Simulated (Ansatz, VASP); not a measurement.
# GaSb: VASP beside Ansatz, part 2 of 2

Aim: how closely do two programs agree when they are given the same cell, functional and k mesh? The cell is taken from a series of runs on this material, whose earlier steps may have relaxed, scaled, displaced or heated it; both programs get it as it stands.

VASP 6.6.1 and Ansatz 0.2.0.

So far: The starting structure; VASP: zone-centre phonons, LDA.

## Step 3: Ansatz: zone-centre phonons, LDA

Level of this step: Ansatz beside VASP: Kohn-Sham DFT, plane waves, LDA (Ansatz).

Ansatz runs on its PAW soft_1 files.

The same cell, functional (in two slightly different forms), mesh and smearing now go to Ansatz, which takes its cutoff from its data sets.

Contents of input.yaml:

```yaml
crystal:
  lattice:
    - [-0.0313970345, 2.9952758481, 3.0511319947]
    - [2.9952758481, -0.0313970345, 3.0511319947]
    - [2.9638788136, 2.9638788136, 0.0]
  atoms:
    - { symbol: Ga, position: [0.0015826496, 0.0015826496, -0.0015826496] }
    - { symbol: Sb, position: [0.7484173504, 0.7484173504, 0.7515826496] }
kpoints:
  mp_grid: { grid: [12, 12, 12] }
hamiltonian:
  xc: lda
  pseudopotentials: { kind: paw, azcp: { folder: soft_1 }, xc_functional: pbe }
scf:
  occupations: { method: methfessel_paxton, width: 0.2 }
output:
  eigenvalues: true
phonons:
  method: dfpt
```

Run with:

```console
$ ansatz run input.yaml --threads 4 --pin off --max-ram 10240MiB --backend cpu --events-out ev --progress --plain --runs-dir out
```

Numbers of over 12 decimals in the logs are rounded to 6 here.

The program printed:

```text
zone centre: on kpoints.mp_grid the ground state, and the responses unless they are solved on pairs of k-points, stand on 476 of the mesh's 1728 k-points, reduced under 2 symmetry operations, with k and −k counted as one. Each operation leaves every solved displacement unchanged or reverses it
Engine: ansatz 0.2.0, x86_64-unknown-linux-gnu
Pseudopotentials: kind: paw
Pseudopotential: Ga, paw, valence charge 13, recommended cutoff 420 eV (normal), soft_1/Ga.paw.azcp
Pseudopotential: Sb, paw, valence charge 15, recommended cutoff 420 eV (normal), soft_1/Sb.paw.azcp
Functional definition: SPW92
  exchange = slater_x
  correlation = pw_c
Crystal: 2 atoms, lattice volume = 54.742 Å³
Basis set: ecut = 420 eV, 1059 PW (Γ), exchange–correlation on 60×60×60 points (8 copies of the dense FFT grid, shifted against one another)
Bands: 18, of which v1, the nominal top of the filled ones, is band 14 counted from 1 (13 counted from 0)
Symmetry: 4 space group operations
k-points: 476 of 1728 (irreducible under 2 space group operations, time reversal used)
Non-local potential: Ga, projectors of the file, l = 0: 2, l = 1: 2, l = 2: 3, l = 3: 1
Non-local potential: Sb, projectors of the file, l = 0: 2, l = 1: 2, l = 2: 2, l = 3: 1
PAW form: soft (Blöchl's): semilocal exchange-correlation on the pseudo side does not see the compensation charge
PAW frozen core: Ga, regenerated for the run's functional, and the local potential with it (the file was generated under x = pbe(κ = 0.804, μ = 0.219515), c = pbe(β = 0.066725))
PAW frozen core: Sb, regenerated for the run's functional, and the local potential with it (the file was generated under x = pbe(κ = 0.804, μ = 0.219515), c = pbe(β = 0.066725))
PAW one-centre angular grid: Ga, 590 points (default); XC on 64 Gauss nodes
PAW one-centre angular grid: Sb, 590 points (default); XC on 64 Gauss nodes
Initial density: superposition of atomic densities (chi_scale 0.1, normalization cell, long waves kept (reshape's long-wave potential 0.00 eV rms))
Initial wavefunctions: pseudopotential atomic-orbital guess
Functional: x = slater, c = lda
SCF iter   1: F=—  HF=-10043.246449 eV  |F-HF|=—  |Δ(HF+E_count)|=         —  Δρ=3.18e-2  dr2=4.61e-1  ethr=3.10e-3  ⟨swp⟩=5.6  Hψ=43735  notcnv=0
preconditioner: auto → Kerker (q_TF=auto, 2.440 Å⁻¹)  [metal: Δε(μ)=0.044 eV  Ē_g=15.006 eV  σ=0.200 eV  W_gap=0.19  n_scr=14 (ndim 8)  ℏωp=21.3 eV  f_vac=0.003  D(μ)=0.02/eV (n_scr^D=0)]
SCF iter   2: F=—  HF=-10043.179362 eV  |F-HF|=—  |Δ(HF+E_count)|=   6.71e-2  S|Δr|=    0.00e0  Δρ=2.02e-2  dr2=2.17e-1  ethr=1.64e-3  ⟨swp⟩=1.0  Hψ=12398  notcnv=0
SCF iter   3: F=—  HF=-10043.117976 eV  |F-HF|=—  |Δ(HF+E_count)|=   6.14e-2  S|Δr|=    0.00e0  Δρ=3.65e-3  dr2=1.57e-2  ethr=7.75e-4  ⟨swp⟩=2.4  Hψ=10630  notcnv=0
SCF iter   4: F=—  HF=-10043.116328 eV  |F-HF|=—  |Δ(HF+E_count)|=   1.65e-3  S|Δr|=    0.00e0  Δρ=1.79e-3  dr2=3.79e-3  ethr=5.60e-5  ⟨swp⟩=2.0  Hψ=11481  notcnv=0
SCF iter   5: F=—  HF=-10043.116557 eV  |F-HF|=—  |Δ(HF+E_count)|=   2.29e-4  S|Δr|=    0.00e0  Δρ=1.74e-3  dr2=1.21e-3  ethr=1.35e-5  ⟨swp⟩=2.0  Hψ=12853  notcnv=0
SCF iter   6: F=—  HF=-10043.115532 eV  |F-HF|=—  |Δ(HF+E_count)|=   1.03e-3  S|Δr|=    0.00e0  Δρ=2.97e-4  dr2=2.83e-5  ethr=4.30e-6  ⟨swp⟩=2.0  Hψ=12823  notcnv=0
SCF iter   7: F=—  HF=-10043.115594 eV  |F-HF|=—  |Δ(HF+E_count)|=   6.23e-5  S|Δr|=    0.00e0  Δρ=1.01e-4  dr2=3.99e-6  ethr=1.01e-7  ⟨swp⟩=2.0  Hψ=12858  notcnv=0
SCF iter   8: F=—  HF=-10043.115596 eV  |F-HF|=—  |Δ(HF+E_count)|=   1.83e-6  S|Δr|=    0.00e0  Δρ=1.86e-5  dr2=1.17e-7  ethr=1.42e-8  ⟨swp⟩=2.9  Hψ=15281  notcnv=0
SCF iter   9: F=—  HF=-10043.115596 eV  |F-HF|=—  |Δ(HF+E_count)|=   2.50e-8  S|Δr|=    0.00e0  Δρ=5.48e-6  dr2=2.26e-8  ethr=4.17e-10  ⟨swp⟩=2.0  Hψ=12754  notcnv=0
SCF iter  10: F=—  HF=-10043.115596 eV  |F-HF|=—  |Δ(HF+E_count)|=   1.37e-8  S|Δr|=    0.00e0  Δρ=1.48e-6  dr2=2.59e-9  ethr=8.08e-11  ⟨swp⟩=2.8  Hψ=14143  notcnv=0
SCF iter  11: F=—  HF=-10043.115596 eV  |F-HF|=—  |Δ(HF+E_count)|=  3.78e-10  S|Δr|=    0.00e0  Δρ=4.61e-7  dr2=2.13e-10  ethr=9.25e-12  ⟨swp⟩=2.6  Hψ=12574  notcnv=0
SCF iter  12: F=-10043.115596 eV  HF=-10043.115596 eV  |F-HF|=0.00e0  |Δ(HF+E_count)|=  6.55e-11  S|Δr|=    0.00e0  Δρ=1.09e-7  dr2=7.90e-12  ethr=1.00e-12  ⟨swp⟩=5.0  Hψ=43819  notcnv=0
SCF 1 converged in 12 iterations: F = -10043.115596 eV  dr2 = 7.90e-12
  greatest PAW one-centre occupation: 0.996 electrons in one spin orbital (limit 2), on the Sb atom at site 1 (counted from 0), in its partial waves of l = 2
DFPT response loops at Γ: preconditioner auto → Kerker (q_TF=auto, 2.440 Å⁻¹) (partly filled bands, converged f_vac=0.067); β = 1.00, the filter's whole step (`scf.mixing.beta` (0.50) is not read by the response loops under this deck's `scf.mixing.preconditioner`; to damp them name `kerker` or `kerker_dos`, under which they read `scf.mixing.beta`, and type it under 1.00, their step now; both keys bind the ground state too); Broyden in place of MSR1
SCF converged after 12 iterations
Stability not checked: this state was not tested for a lower state beside it, because cold or Methfessel-Paxton smearing, or corrected tetrahedra, fill the levels in a way that the test cannot read (fill_not_monotonic; see scf.lower_state_search)
Free energy (F): -10043.115596 eV
Harris-Foulkes:  -10043.115596 eV  (|F-HF|=0.00e0)
Internal energy: -10043.115988 eV  (E = F + TS)
E sigma→0 (E₀):  -10043.115694 eV
Entropy (-TS):   0.000392 eV (0.196 meV/atom)
Fermi energy:    8.220850 eV
Step filling:    the computed levels leave a gap of 0.0101 eV = 0.1 smearing widths at the electron count; against every level under it full and every level over it empty, smearing changes F+E_penalty+E_count by +0.095 meV and its σ→0 estimate by -3.14e-3 meV
--- Per-component energies (eV) ---
  E_band       = -253.343658
  E_kinetic    = 278.106461
  E_local      = -3327.828905  (includes V_loc(G=0)·N_el)
  E_nonlocal   = 303.123502
  E_hartree    = 1706.186341
  E_xc         = -161.701746
  E_vxc        = -147.850145  (∫ρ·V_xc dr)
  E_paw        = -6311.661888  (= ΣΔE_a)
  E_vpaw       = -771.267103  (= ΣTr[D̂ρ^β])
  E_aug_tail   = -0.000082  (compensation charges beyond the density's cutoff)
  E_ewald      = -2531.626965
  E_core_change = 2.287292  (= ΣΔE_core)
  E_smearing   = 0.000392  (= −TS)
  E_closure    = 0.000000  (closes the sum)
  Σ components = -10043.115596   (vs F -10043.115596, Δ=0.00e0)
--- Band table (eV; the first three rows and the last of 476) ---
  k-point 0: bands = [... 10 lower, -3.7563, 8.0061, 8.0425, 8.2301, 8.2402, 10.7557, 10.9135, 10.9380]
  k-point 1: bands = [... 10 lower, -3.6796, 6.8358, 7.9126, 7.9509, 9.0287, 10.9417, 11.0600, 11.2459]
  k-point 2: bands = [... 10 lower, -3.4536, 5.3829, 7.6234, 7.6306, 9.0663, 11.3525, 11.4388, 12.1807]
  k-point 475: bands = [... 10 lower, -1.1988, 0.9909, 5.3317, 5.5696, 8.9210, 9.3429, 16.9693, 17.0735]
--- Phonons (Γ-DFPT): 4 representative perturbations + reference, on 476 of 1728 k-points (Σ response iterations 12) ---
  k mesh reduced under 2 symmetry operations, with k and −k counted as one. Each operation leaves every solved displacement unchanged or reverses it
  ASR residual: 5.143e-5 → 0.000e0 eV/Å²; symmetrization residual: 3.880e-6 eV/Å²
  ASR residual per site (eV/Å²): 4.27e-5 5.14e-5
  Γ frequencies (cm⁻¹): 0.00 0.00 0.00 226.78 229.01 229.25
  non-analytic LO–TO correction: not included (Born effective charges unavailable; polar crystals: no LO–TO splitting at Γ)
```

Reading the cycles: dr2 is the Hartree energy of the density residual (eV), the measure of convergence; HF is the Harris–Foulkes estimate of the energy, which meets the free energy F at convergence.

## Step 4: Side by side

Known differences besides the potentials themselves: the data sets hold 28 valence electrons in Ansatz (on its PAW soft_1 files) and 18 in VASP; the cutoff is 420 eV in Ansatz and 500 eV in VASP; VASP's log shows a relativistic correction to its local exchange, Ansatz's none. Total energies have different zeros and are not compared.

Compared:

```
             quantity  Ansatz   VASP  difference
optical mode 1 (cm⁻¹)   226.8  228.5     -0.76 %
optical mode 2 (cm⁻¹)   229.0  230.9     -0.81 %
optical mode 3 (cm⁻¹)   229.2  231.3     -0.87 %
```

Our record labels this cell a metal in Ansatz alone; each run is judged by its own test, so with a small gap or wide smearing the label says little about the levels. Modes are paired by rising frequency, not by their patterns, so a pair may set unlike modes beside each other; they are those without the splitting of longitudinal modes.

## Step 5: Results

```yaml
r_m_s_difference_of_the_optical_zone_centre_modes_each_program_s_sorted_by_frequency_zone_centre_phonons_lda: 1.9 cm⁻¹
difference_in_optical_mode_3_zone_centre_phonons_lda: -0.9 %
```

What this shows: The r.m.s. difference of the optical zone-centre modes, each program's sorted by frequency is 1.9 cm⁻¹ (zone-centre phonons, LDA). The data sets hold unlike numbers of valence electrons (28 in Ansatz and 18 in VASP), so part of the differences comes from the potentials. Among the rows given in per cent, the largest difference of the zone-centre phonons, LDA pair is in optical mode 3, -0.9 %. Such differences can come from data sets, numerical settings and the points named under the comparisons, not from the functional's error against experiment.

[Lines on the potential files, build, host, timing and source positions are cut from VASP's logs without a mark.]

[Logs are printed without paths, hosts, clocks, repeated set-up lines and the standing remarks that a program may print on its own settings, such as how far it seeks lower states.]

[Hosts, paths, dates, database ids (printed as entryN), source tags and the programs' standing remarks are cut or masked in the printed files.]
